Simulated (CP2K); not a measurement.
Runs of CP2K 2026.2 on CuI (Marshite). It takes space group F-43m (No. 216, cubic). The conventional cell has a = 6.063 Å, b = 6.063 Å, c = 6.063 Å, α = 90.00°, β = 90.00°, γ = 90.00°. I (site symmetry -43m) is surrounded by 4 Cu at 2.63 Å. Cu (site symmetry -43m) has 4 I at 2.63 Å as nearest neighbours. 

```tsv
task	level	potentials or basis	spin	k points reduced by the point group	CUTOFF of the grids	cutoff of the non-local correlation (Ry)	points a segment of the path (NPOINTS)	bands added on the path	gap on the mesh (eV)	pressure (GPa)
single point	LDA	POTENTIAL_UZH I GTH-PBE-q7, Cu GTH-PBE-q11; TZVP-MOLOPT-PBE-GTH basis	off	yes	675 Ry	-	-	-	0.71	-3.0
single point	PBEsol	POTENTIAL_UZH I GTH-PBE-q7, Cu GTH-PBE-q11; TZVP-MOLOPT-PBE-GTH basis	off	yes	675 Ry	-	-	-	0.81	-1.6
single point	BEEF-vdW	POTENTIAL_UZH I GTH-PBE-q7, Cu GTH-PBE-q11; TZVP-MOLOPT-PBE-GTH basis	off	yes	675 Ry	300	-	-	1.24	(c)
single point	revPBE	POTENTIAL_UZH I GTH-PBE-q7, Cu GTH-PBE-q11; TZVP-MOLOPT-PBE-GTH basis	off	yes	675 Ry	-	-	-	(a)	(b)
single point	r2SCAN	POTENTIAL_UZH I GTH-PBE-q7, Cu GTH-PBE-q11; TZVP-MOLOPT-PBE-GTH basis	off	yes	675 Ry	-	-	-	0.93	-2.0
band structure	HLE16	GTH_POTENTIALS I GTH-PBE-q7, Cu GTH-PBE-q11; DZVP-MOLOPT-SR-GTH basis	off	yes	450 Ry	-	10	2	2.96	-0.2
band structure	HLE16	GTH_SOC_POTENTIALS I GTH-PBE-q7, Cu GTH-PBE-q11; DZVP-MOLOPT-SR-GTH basis	SOC, no magnetisation	-	450 Ry	-	10	2	-	-0.2
single point	rev-vdW-DF2	POTENTIAL_UZH I GTH-PBE-q7, Cu GTH-PBE-q11; TZVP-MOLOPT-PBE-GTH basis	off	yes	675 Ry	300	-	-	0.93	0.5
```

Alike in all rows: cell as given; k mesh 8 × 8 × 8; smearing fermi-dirac 0.05 eV.

Problem. Fill in the values left out.

Solution. (a) 1.08; (b) 2.3; (c) 3.2.

Caveats: the potentials were made for another functional, which shifts forces and pressure; the basis of atomic orbitals isn't converged, which shifts pressures, moduli and gaps; spin-orbit coupling is left out, which moves the levels of the heavy elements (some runs); the potentials were made for a functional far from this one (some runs).

A k mesh can miss the band edges, and rows without SOC leave out spin-orbit coupling on I.

Runs at the PBE level aren't shown here.
